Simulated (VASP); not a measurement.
## WS2 under changes of volume

One of the cells (27.268 Å³/atom); the others are scaled copies at fixed shape and fractional positions:

```
W S
1.0
     3.14723    0.00000    0.00000
    -1.57362    2.72558    0.00000
     0.00000    0.00000   28.60982
W S
3 6
Direct
  0.66667 0.33333 0.43436
  0.66667 0.33333 0.88553
  0.00000 0.00000 0.65929
  0.66667 0.33333 0.60448
  0.00000 0.00000 0.37959
  0.00000 0.00000 0.83072
  0.66667 0.33333 0.71410
  0.00000 0.00000 0.48917
  0.00000 0.00000 0.94030
```

- Program: VASP 6.6.1
- Functional: PBEsol
- Potentials or basis: VASP PAW PBE potentials, release 64 (W_sv, S)
- Cutoff: 520 eV
- k mesh: 8 × 8 × 1
- Occupations: gaussian, width 0.02 eV
- Spin: no spin polarisation

```csv
volume (Å³/atom),energy over the lowest point (meV/atom),gap on the mesh (eV),largest force (eV/Å)
26.178,15.91,1.57,0.808
26.723,?,?,?
27.268,0.00,1.56,0.014
27.814,3.64,1.56,0.351
28.359,13.97,1.55,0.680
```

What does the run at 26.723 Å³/atom give?

Energy over the lowest point 3.80 meV/atom; gap on the mesh 1.57 eV; largest force 0.395 eV/Å.

Worked out: A Birch-Murnaghan fit of order 2 (a polynomial in V^(-2/3)) to the other rows has its minimum at 27.27 Å³/atom with B0 = V·E''(V) = 109 GPa at fixed shape and positions, which overstates the stiffness. It gives 3.85 meV/atom at 26.723 Å³/atom, against the run's 3.80. A straight line through the other rows of the gap, of slope -0.228 eV per unit of ln V, gives 1.57 eV, against the run's 1.57.

Energies are extrapolated to zero smearing.

Caveats: the PAW data sets were made with another functional, which shifts forces and pressure a little; spin-orbit coupling is left out, which moves the levels of the heavy elements.

A mesh can miss the band edges.
